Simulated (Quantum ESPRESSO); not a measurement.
Wanted: the native input for a Quantum ESPRESSO 7.5 run.

* Task: work function
* Functional: revPBE
* Dispersion: D2
* Potentials or basis: SPMS 1.0 PBE
* Cutoff: 912 eV
* Density cutoff: 3646 eV
* k mesh: 10 × 10 × 1
* Occupations: gaussian, width 0.05 eV
* Spin: no spin polarisation
* Boundary across the vacuum: none
* Mixing mode: local-TF
* Mixing beta: 0.3
* Most SCF iterations: 150
* SCF threshold: 5e-09 Ry

The system is WS4, a slab with vacuum.

```xyz
5
Lattice="3.1835 0.0000 0.0000 -1.5918 2.7570 0.0000 0.0000 0.0000 45.7822" Properties=species:S:1:pos:R:3 pbc="T T T"
S     1.5918    0.9190    7.5000
S     1.5918    0.9190   21.3317
W     0.0000    1.8380   22.8911
S     1.5918    0.9190   24.4506
S     1.5918    0.9190   38.2822
```

The input as run:

pw.in

```
&CONTROL
  calculation = 'scf'
  prefix = 'pwscf'
  outdir = './tmp'
  pseudo_dir = './pseudo'
  tprnfor = .true.
  disk_io = 'low'
/
&SYSTEM
  ibrav = 0
  celldm(1) = 8
  nat = 5
  ntyp = 2
  ecutwfc = 67
  nbnd = 27
  input_dft = 'revpbe'
  occupations = 'smearing'
  smearing = 'gaussian'
  degauss = 0.00367493
  vdw_corr = 'grimme-d2'
  london_s6 = 1.25
/
&ELECTRONS
  conv_thr = 5d-09
  electron_maxstep = 150
  mixing_beta = 0.3
  mixing_mode = 'local-TF'
/
ATOMIC_SPECIES
S     32.0600 16_S_6_1.8_1.9_pbe_n_v1.0.upf
W    183.8400 74_W_14_2.3_2.5_pbe_n_v1.0.upf
CELL_PARAMETERS alat
  0.7519967530608   0.0000000000000   0.0000000000000
 -0.3759983765440   0.6512482917219   0.0000000000000
  0.0000000000000   0.0000000000000  10.8144850192355
ATOMIC_POSITIONS crystal
S      0.6666666700    0.3333333400    0.1638190111
S      0.6666666700    0.3333333400    0.4659374011
W      0.3333333300    0.6666666600    0.5000000000
S      0.6666666700    0.3333333400    0.5340625989
S      0.6666666700    0.3333333400    0.8361809889
K_POINTS automatic
10 10 1 0 0 0
```

pp_density.in

```
&INPUTPP
  prefix = 'pwscf'
  outdir = './tmp'
  filplot = 'density.dat'
  plot_num = 0
/
&PLOT
  nfile = 1
  filepp(1) = 'density.dat'
  iflag = 3
  output_format = 6
  fileout = 'density.cube'
/
```

pp_potential.in

```
&INPUTPP
  prefix = 'pwscf'
  outdir = './tmp'
  filplot = 'potential.dat'
  plot_num = 11
/
&PLOT
  nfile = 1
  filepp(1) = 'potential.dat'
  iflag = 3
  output_format = 6
  fileout = 'potential.cube'
/
```

pp_elf.in

```
&INPUTPP
  prefix = 'pwscf'
  outdir = './tmp'
  filplot = 'elf.dat'
  plot_num = 8
/
&PLOT
  nfile = 1
  filepp(1) = 'elf.dat'
  iflag = 3
  output_format = 6
  fileout = 'elf.cube'
/
```

Potentials or basis: SPMS 1.0 PBE.

The run is started by

```console
$ OMP_NUM_THREADS=1 mpirun -n 2 pw.x -nk 2 -in pw.in > pw.out
$ OMP_NUM_THREADS=1 mpirun -n 1 pp.x -in pp_density.in > pp_density.out
$ OMP_NUM_THREADS=1 mpirun -n 1 pp.x -in pp_potential.in > pp_potential.out
$ OMP_NUM_THREADS=1 mpirun -n 1 pp.x -in pp_elf.in > pp_elf.out
```

It gave:

| Item | Value |
| --- | --- |
| Largest force | 0.215 eV/Å |
| Band gap on the k mesh | none (metal or under the smearing width) |
| Work function of the upper face | 7.01 eV |
| Work function of the lower face | 7.01 eV |

Caveat: the potentials were made for another functional, which shifts forces and pressure.

It took 2.6 min on 2 MPI ranks on Arm Neoverse V2, with other jobs on the host, peak memory 0.84 GiB a rank.
